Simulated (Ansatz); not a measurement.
Input and command of a calculation in Ansatz (plane waves; scalar-relativistic PAW potentials unless the input names others):

```yaml
crystal:
  lattice:
    - [4.0192501416, 0.0, 0.0]
    - [0.0, 4.0192501416, -0.0803850028]
    - [0.0, -0.0803850028, 4.0192501416]
  atoms:
    - { symbol: Ba, position: [0.5, 0.5, 0.5] }
    - { symbol: Ti, position: [0.0, 0.0, 0.0] }
    - { symbol: O, position: [0.5, 0.0, 0.0] }
    - { symbol: O, position: [0.0, 0.5, 0.0] }
    - { symbol: O, position: [0.0, 0.0, 0.5] }
basis:
  ecutwfc: 420
kpoints:
  mp_grid: { grid: [8, 8, 8] }
hamiltonian:
  xc: pbe
scf:
  occupations: { method: gaussian, width: 0.05 }
  max_iter: 3
output:
  forces: true
  eigenvalues: true
  stress: true
```

```bash
ansatz run input.yaml --threads 1 --pin off --max-ram 2560MiB --backend cpu --events-out ev --progress --plain --runs-dir out
```

Abridged log:
```
Pseudopotentials: kind: paw
Pseudopotential: Ba, paw, valence charge 10, recommended cutoff 420 eV (normal)
Pseudopotential: Ti, paw, valence charge 12, recommended cutoff 420 eV (normal)
Pseudopotential: O, paw, valence charge 6, recommended cutoff 420 eV (normal)
Functional definition: PBE
Crystal: 5 atoms, lattice volume = 64.902 Å³
Basis set: ecut = 420 eV, 1289 PW (Γ), exchange–correlation on 54×54×54 points (8 copies of the dense FFT grid, shifted against one another)
Bands: 25, of which v1, the nominal top of the filled ones, is band 20 counted from 1 (19 counted from 0)
Symmetry: 8 space group operations
Space group: Cmmm (ITA 65), of the structure as read, at distance tolerance 4.0e-5 Å
k-points: 105 of 512
Initial density: superposition of atomic densities (neutral atoms: chi_scale 0, normalization atom), corrected by the library's trained network
Initial wavefunctions: pseudopotential atomic-orbital guess
Functional: x = pbe(κ = 0.804, μ = 0.21951497), c = pbe(β = 0.06672455)
SCF iter   1: F=—  HF=-10159.526533 eV  |F-HF|=—  |Δ(HF+E_count)|=         —  Δρ=1.48e-3  dr2=6.89e-4  ethr=1.77e-3  ⟨swp⟩=5.3  Hψ=29104  notcnv=0
SCF iter   2: F=—  HF=-10159.526894 eV  |F-HF|=—  |Δ(HF+E_count)|=   3.60e-4  Δρ=7.75e-4  dr2=2.39e-4  ethr=1.72e-6  ⟨swp⟩=2.1  Hψ=10631  notcnv=0
SCF iter   3: F=—  HF=-10159.527780 eV  |F-HF|=—  |Δ(HF+E_count)|=   8.86e-4  Δρ=7.38e-5  dr2=3.05e-6  ethr=5.98e-7  ⟨swp⟩=2.2  Hψ=10860  notcnv=0
```

**Question.** What should be changed?

**Answer.** The fault is too few SCF iterations (scf.max_iter: not typed → 3, the first being the value of the sound run). Setting it back cures it. The log, from which this was withheld above, says: «Error: did not converge after 3 iterations: dr2 = 3.05e-6 (threshold 1.00e-7), under the density mixer `msr1`, which `scf.mixing.algorithm: auto` chose by the deck's other keys (type `scf.mixing.algorithm: msr1` to keep it); raise `scf.max_iter`, which need not help a stalled SCF, or adjust the mixing (`scf.mixing`) or, under a smearing, its width (`scf.occupations.width` …» The run stopped without converging. A reference run from the same start on usual settings converged with pressure 0.15 GPa, largest force 0.000 eV/Å, gap on the mesh 1.68 eV.

It took 8.9 s on 1 thread of Arm Neoverse V2, with other jobs on the host, peak memory 0.39 GiB.